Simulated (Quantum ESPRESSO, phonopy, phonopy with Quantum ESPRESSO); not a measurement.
# Highest transverse zone-centre mode of rocksalt NaF against volume with PBE and PBEsol

We calculate the highest zone-centre optical mode of rocksalt NaF at six volumes with each of two functionals, PBE and PBEsol, to see how it moves with volume and whether the two agree on its Grüneisen parameter $\gamma=-\mathrm{d}\ln\omega/\mathrm{d}\ln V$. This parameter turns a change of volume, by pressure or by thermal expansion, into a shift of frequency. The frequencies are harmonic, belong to the static lattice and leave out the macroscopic electric field, so the mode is the transverse one. Volumes are per atom, and $V_0$ is each functional's own static volume. The comparison is between the two functionals; no measured frequency is tabled. The pressures come from separate runs on the unit cell, with a denser k mesh than the one listed below for the phonons.

## Systems and settings

One crystal, NaF (rocksalt), taken from a measured cell of the Crystallography Open Database (known phase), directly or through a relaxation at another level, and relaxed at each level to its static volume V0; then scaled volumes, with shape and atoms relaxed at fixed volume where symmetry leaves them free. Quantum ESPRESSO 7.5 rows: plane waves at 45 Ry, no spin, finite atomic displacements in 2×2×2 supercells with phonopy 4.10. The tabled runs alone: cutoff 612 eV, k length 20 Å, k mesh 6×6×6. The same in all rows: lowest frequency along the high-symmetry path, interpolated; zero means stable, negative imaginary: 0.0 cm⁻¹.

Notes on method and selection:

- Minus the slope of ln ω against ln V is the mode Grüneisen parameter.
- Harmonic values at the static lattice; measured values carry thermal expansion and anharmonic shifts at their temperature.
- Runs that did not converge, have known faults or may not be shown are not listed, and runs on Ansatz's PAW sets soft_1 and soft_2 are kept to separate tables.

Columns:

- volume (Å³): volume per atom.
- pressure (GPa): static pressure at that volume, compression positive.
- highest Γ mode (cm⁻¹): highest optical mode at the zone centre, without the macroscopic field (no LO-TO term).

## Numbers

| member | level of theory | volume (Å³) | pressure (GPa) | highest Γ mode (cm⁻¹) |
| --- | --- | --- | --- | --- |
| V/V0 = 0.97 | PBE, GBRV (Quantum ESPRESSO) | 12.703 | 1.49 | 244.5 |
| V/V0 = 0.985 | PBE, GBRV (Quantum ESPRESSO) | 12.900 | 0.72 | 235.6 |
| V/V0 = 1 | PBE, GBRV (Quantum ESPRESSO) | 13.096 | 0.02 | 226.9 |
| V/V0 = 1.015 | PBE, GBRV (Quantum ESPRESSO) | 13.292 | −0.63 | 218.4 |
| V/V0 = 1.03 | PBE, GBRV (Quantum ESPRESSO) | 13.489 | −1.23 | 210.1 |
| V/V0 = 1.05 | PBE, GBRV (Quantum ESPRESSO) | 13.751 | −1.95 | 199.3 |
| V/V0 = 0.97 | PBEsol, GBRV (Quantum ESPRESSO) | 12.153 | 1.60 | 260.9 |
| V/V0 = 0.985 | PBEsol, GBRV (Quantum ESPRESSO) | 12.341 | 0.77 | 251.6 |
| V/V0 = 1 | PBEsol, GBRV (Quantum ESPRESSO) | 12.529 | 0.00 | 242.6 |
| V/V0 = 1.015 | PBEsol, GBRV (Quantum ESPRESSO) | 12.717 | −0.70 | 233.8 |
| V/V0 = 1.03 | PBEsol, GBRV (Quantum ESPRESSO) | 12.905 | −1.34 | 225.3 |
| V/V0 = 1.05 | PBEsol, GBRV (Quantum ESPRESSO) | 13.156 | −2.12 | 214.1 |

Least-squares fits to the whole series, with x = volume (Å³); R² and errors in the fitted variable (y, or ln y where the fit is in ln y):

| y | level of theory | members | fit | R² | rms residual | leave-one-out rms | the same for the mean of the others |
| --- | --- | --- | --- | --- | --- | --- | --- |
| highest Γ mode (cm⁻¹) | PBE, GBRV (Quantum ESPRESSO) | 6 | ln y = 12.0522 − 2.57717 ln x | 1.00 | 0.0017 | 0.0031 | 0.082 |
| highest Γ mode (cm⁻¹) | PBEsol, GBRV (Quantum ESPRESSO) | 6 | ln y = 11.7824 − 2.48902 ln x | 1.00 | 0.0014 | 0.0027 | 0.080 |

## The trend and its physics

The mode softens at every step of expansion, from 244.5 to 199.3 cm⁻¹ with PBE and from 260.9 to 214.1 cm⁻¹ with PBEsol. The fitted $\gamma$ is 2.58 and 2.49, a difference of about 4 %. It is not constant: between neighbouring volumes it rises from roughly 2.4 to 2.7 with PBE and from roughly 2.4 to 2.6 with PBEsol.

A rigid-ion model gives both the softening and the rise. We make three assumptions.

1. The ions carry charges $\pm e$ and do not polarise.
2. Only nearest neighbours, at distance $r$, repel each other, with energy $\varphi=b/r^n$.
3. The motion is harmonic.

When the two sublattices move against each other, the six neighbours supply the force constant

$$2\left(\varphi''+\frac{2\varphi'}{r}\right)=\frac{2n(n-1)b}{r^{n+2}}.$$

Since $r\propto V^{1/3}$, this varies as $V^{-m}$ with $m=(n+2)/3$. The displaced charges also produce a local field that pulls the ions further from their sites. It lowers the force constant by $e^2/(3\varepsilon_0\cdot 2V)$, where $2V$ is the volume per formula unit. Dividing by the reduced mass $\mu$ and writing $u=V/V_0$ gives

$$\omega^2=K\,u^{-m}-\frac{C}{u}.$$

$K$ and $m$ are adjustable. $C$ follows from the unit charge. With rough constants $e^2/4\pi\varepsilon_0\approx14$ eV Å, $\mu\approx10$ u and 1 eV Å⁻² u⁻¹ ≈ (520 cm⁻¹)², it is about 60000 cm⁻² at the PBE $V_0$.

Differentiation gives

$$\gamma=\frac{m}{2}+\frac{m-1}{2}\,\frac{C/u}{\omega^2}.$$

The mode is what remains after two large terms partly cancel. On expansion the repulsion fades faster than the Coulomb term, so $\omega^2$ shrinks faster than $C/u$ and $\gamma$ grows.

## Testing the model

We fix the model on the PBE members $V/V_0=1$ and 0.97. The first gives

$K=226.9^2+60000=111484$ cm⁻².

The second has $u=12.703/13.096=0.96999$, so

$K\,u^{-m}=244.5^2+60000/0.96999=121637$ cm⁻²,

$m=\ln(121637/111484)/\ln(1/0.96999)=2.86$.

This corresponds to $n=3\times2.86-2=6.6$, a usual size for a Born repulsion exponent. The other four PBE members follow:

- $V/V_0=0.985$, $u=0.98503$: $\sqrt{111484\times0.98503^{-2.86}-60000/0.98503}=235.6$ cm⁻¹; table 235.6.
- $V/V_0=1.015$, $u=1.01497$: $\sqrt{111484\times1.01497^{-2.86}-60000/1.01497}=218.5$ cm⁻¹; table 218.4.
- $V/V_0=1.03$, $u=1.03001$: $\sqrt{111484\times1.03001^{-2.86}-60000/1.03001}=210.2$ cm⁻¹; table 210.1.
- $V/V_0=1.05$, $u=1.05002$: $\sqrt{111484\times1.05002^{-2.86}-60000/1.05002}=199.5$ cm⁻¹; table 199.3.

A constant $\gamma$ drawn through the same two members would be $\ln(244.5/226.9)/\ln(1/0.96999)=2.45$. At $V/V_0=1.05$ it would give $226.9\times1.05002^{-2.45}=201.3$ cm⁻¹, which is 2.0 too high.

For PBEsol the same steps give $C=60000\times13.096/12.529=62715$ cm⁻², $K=242.6^2+62715=121570$ cm⁻² and $m=\ln((260.9^2+62715/0.96999)/121570)/\ln(1/0.96999)=2.88$. At $V/V_0=1.05$ this gives $\sqrt{121570\times1.05004^{-2.88}-62715/1.05004}=214.2$ cm⁻¹, against 214.1 in the table. The other three members not used come out at their tabled 251.6, 233.8 and 225.3 cm⁻¹. The largest miss over both series is 0.2 cm⁻¹, whereas estimating each frequency from the mean of the others in its series misses by about 8 %.

## Where the trend breaks

Largest departures from the fit to the whole series:

| member | level of theory | highest Γ mode (cm⁻¹) | fit | computed − fit | computed / fit | in rms residuals (of ln y) |
| --- | --- | --- | --- | --- | --- | --- |
| V/V0 = 1.05 | PBEsol, GBRV (Quantum ESPRESSO) | 214.1 | 214.5 | −0.4 | 1.00 | 1.4 |
| V/V0 = 1.05 | PBE, GBRV (Quantum ESPRESSO) | 199.3 | 199.8 | −0.5 | 1.00 | 1.4 |
| V/V0 = 0.97 | PBE, GBRV (Quantum ESPRESSO) | 244.5 | 245.0 | −0.5 | 1.00 | 1.3 |
| V/V0 = 0.97 | PBEsol, GBRV (Quantum ESPRESSO) | 260.9 | 261.4 | −0.5 | 1.00 | 1.2 |

The model fails when the PBE repulsion is carried over to PBEsol. At the PBEsol $V_0$, $u=12.529/13.096=0.95670$ and the PBE parameters give $\sqrt{111484\times0.95670^{-2.86}-60000/0.95670}=252.6$ cm⁻¹, about 10 above the tabled 242.6. The likely fault is the assumption of a repulsion common to both functionals, though a difference in the Coulomb term could contribute. Near 12.90 Å³ PBE has the higher frequency, 235.6 against 225.3 cm⁻¹, and a pressure of +0.72 against −1.34 GPa, as expected if its ions repel more strongly. PBEsol has the higher mode at its own $V_0$ only because that volume is smaller.

The unit charge is a weaker assumption than the good match suggests. Real ions polarise, and the Coulomb softening then depends on both their effective charge and the electronic dielectric constant $\varepsilon_\infty$. For an effective charge close to one it is $3C/(\varepsilon_\infty+2)$ in place of $C$, which is weaker because $\varepsilon_\infty$ is greater than one. With a smaller Coulomb term, the same two PBE members call for a steeper repulsion, so $n$ comes out above 6.6. The estimates for the other volumes hardly move, because the change in $m$ makes up for the change in $C$. The frequencies therefore do not fix the repulsion exponent closely.

The printed power-law fits lie 0.4 to 0.5 cm⁻¹ too high at both ends of each series because they hold $\gamma$ constant.

## Closing remarks

From $V/V_0=0.97$ to 1.05 the transverse mode softens with a $\gamma$ near 2.5 that grows on expansion. The functionals agree on it to about 4 %, although their frequencies at $V_0$ differ by 15.7 cm⁻¹.

One omitted effect exceeds the table's whole range of 260.9 − 199.3 = 61.6 cm⁻¹. If the effective charge is close to one, the macroscopic field adds $3C/\varepsilon_\infty$ to $\omega^2$ of the longitudinal mode. If $\varepsilon_\infty$ is assumed to be roughly 1.7, this puts that mode roughly 170 cm⁻¹ above the transverse one at the PBE $V_0$.

The tabled $\gamma$ does not stand for the whole crystal, since a small share of modes elsewhere in the Brillouin zone has a negative one.
